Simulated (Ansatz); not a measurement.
**Ni (Im-3m): spiral energies by the generalised Bloch theorem**

```
CELL_PARAMETERS angstrom
-1.38372 1.38372 1.38372
1.38372 -1.38372 1.38372
1.38372 1.38372 -1.38372
ATOMIC_POSITIONS crystal
Ni 0.00000 0.00000 0.00000
```

Geometry: a structure from the Materials Project; nothing is relaxed.

The runs share PBE, 16×16×16 k mesh, Fermi–Dirac smearing of 0.05 eV. PAW means Ansatz 0.2.0 on its default frozen-core files; LAPW is all-electron LAPW in Ansatz 0.2.0. Site moments are integrated in spheres about the atoms, whose radii differ between the methods. Start moments of the first PAW run (μB): Ni 0.6.

Flat spirals without spin–orbit coupling: moments start in the xy plane and turn about z by q·R from cell to cell, and their directions inside a cell are free. q runs from Γ to H = (0.500, -0.500, 0.500) in reciprocal cell vectors. Energies count from each method's run at q = 0. Each q is a vector of the k mesh, and the mesh is shifted by q/2 where needed, so that both spin components are sampled on the same points as at q = 0. In Ansatz a GGA is taken by the program's default for non-collinear spins.

| fraction of Γ–H | q (1/Å) | ΔF PAW (meV/cell) | ΔF LAPW (meV/cell) | largest moment, PAW (μB) |
| --- | --- | --- | --- | --- |
| 0.000 | 0.000 | 0.0 | 0.0 | ? |
| 0.250 | 0.568 | +10.1 | +10.2 | ? |
| 0.500 | 1.135 | +14.8 | – | 0.00 |
| 0.750 | 1.703 | +14.8 | – | 0.00 |
| 1.000 | 2.270 | +14.8 | +15.2 | 0.00 |

**Question.** Fill in "largest moment, PAW (μB)" for the row "0.250".

**Answer.** 0.41.

**Question.** Fill in "largest moment, PAW (μB)" for the row "0.000".

**Answer.** 0.57.

q = 0 is the lowest point of the line, so the state at q = 0 is stable against these spirals.

**Question.** A further pair of PAW runs: spiral at 0.25 of the way from Γ to H, mesh halved and not shifted, against the same at q = 0. What is the energy difference?

**Answer.** -11.5 meV/cell, with a largest moment of 0.30 μB. The halved mesh isn't converged.

The Ansatz runs typed with the search for lower states off end where their start leads. These are results for the start and cell typed. The real compound can order otherwise, in a larger cell, or not at all, since semilocal functionals at zero temperature often overstate magnetism.
